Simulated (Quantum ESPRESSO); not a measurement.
Runs of Quantum ESPRESSO 7.5 on Ca. The cell holds a slab with vacuum, 4 atoms: a = 3.846 Å, b = 3.846 Å, c = 24.563 Å, α = 90.00°, β = 90.00°, γ = 113.94°. The slab is cut from a database's or a generator's crystal, which needn't be the stable form of the element.

```csv
level,form of the LDA correlation,gap on the mesh (eV),largest force (eV/Å),work function (eV)
WC,-,none,0.13,3.00
RPBE,-,none,0.04,2.93
LDA,PZ81,none,(a),3.07
PBEsol,-,none,0.13,(b)
revPBE,-,none,0.04,2.92
PW91,-,none,0.11,2.99
AM05,-,none,0.11,2.93
```

Alike in all rows: task work function; potentials or basis SG15 PBE 1.2; no spin polarisation; cell as given; k mesh 6 × 6 × 1; cutoff (eV) 925; smearing fermi-dirac 0.05 eV.

**Question.** Fill in the values left out.

**Answer.** (a) 0.22; (b) 3.02.

Caveats: the potentials were made for another functional, which shifts forces and pressure.

A gap of «none» marks a metal or a gap under the smearing width.

Runs at the PBE level aren't shown here.
